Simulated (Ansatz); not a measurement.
MgO2:

```
Mg O
1.0
     1.60476    0.92651    3.49398
    -1.60476    0.92651    3.49398
     0.00000   -1.85302    3.49398
Mg O
1 2
Direct
  0.00000 0.00000 0.00000
  0.57121 0.57121 0.57121
  0.42879 0.42879 0.42879
```

The cell comes from a database or a generator and needn't be the stable form of this composition.

Base run:

* Program: Ansatz 0.2.0
* Functional: LDA
* Potentials or basis: Ansatz PAW
* Cutoff: 420 eV (not typed: the program's choice for these potentials)
* k mesh: 10 × 10 × 10
* Occupations: fermi-dirac, width 0.05 eV
* Spin: no spin polarisation

Its results: band gap on the k mesh 2.19 eV, direct; pressure -10.1 GPa; largest force 0.450 eV/Å.

The run is repeated on the same cell with these changes: functional from LDA to r2SCAN; cutoff from 420 eV (not typed: the program's choice for these potentials) to 500 eV (not typed: the program's choice for these potentials). What comes out?

Band gap on the k mesh 2.95 eV, direct; pressure -5.4 GPa; largest force 0.216 eV/Å.

r2SCAN gives the wider gap, since meta-GGAs in the generalised Kohn-Sham scheme recover part of the derivative discontinuity.

Caveats: the PAW data sets come from PBE, with cores solved anew for the run's functional, which leaves a small shift of forces and pressure.
